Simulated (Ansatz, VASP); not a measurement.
# BaTe: VASP beside Ansatz

```xyz
2
Lattice="0.0000 3.4100 3.4100 3.4100 0.0000 3.4100 3.4100 3.4100 0.0000" Properties=species:S:1:pos:R:3 pbc="T T T"
Ba    0.0000    0.0000    0.0000
Te    3.4100    3.4100    3.4100
```

Alike in both runs: task single point; functional PBE; k mesh 6 × 6 × 6; occupations fermi-dirac, width 0.05 eV; no spin polarisation.

|  | VASP | Ansatz |
| --- | --- | --- |
| version | VASP 6.6.1 | Ansatz 0.2.0 |
| potentials or method | VASP PAW PBE potentials, release 64 (Ba_sv, Te), cutoff 520 eV | all-electron PAW datasets made for the crystal |

VASP gave:

- gap on the k mesh at the Fermi level (eV): 1.33
- least direct gap on the mesh (eV): 1.71
- pressure (GPa): 4.3

Task: Which values does Ansatz return?

Result: gap on the k mesh at the Fermi level (eV): 1.43; least direct gap on the mesh (eV): 1.77; pressure (GPa): 3.8.

Ansatz ran all-electron here, so the differences hold the error of VASP's frozen core and of both bases.

Caveats: spin-orbit coupling is left out, which moves the levels of the heavy elements. A k mesh can miss the band edges. As with any semilocal functional, this PBE gap is likely too small.
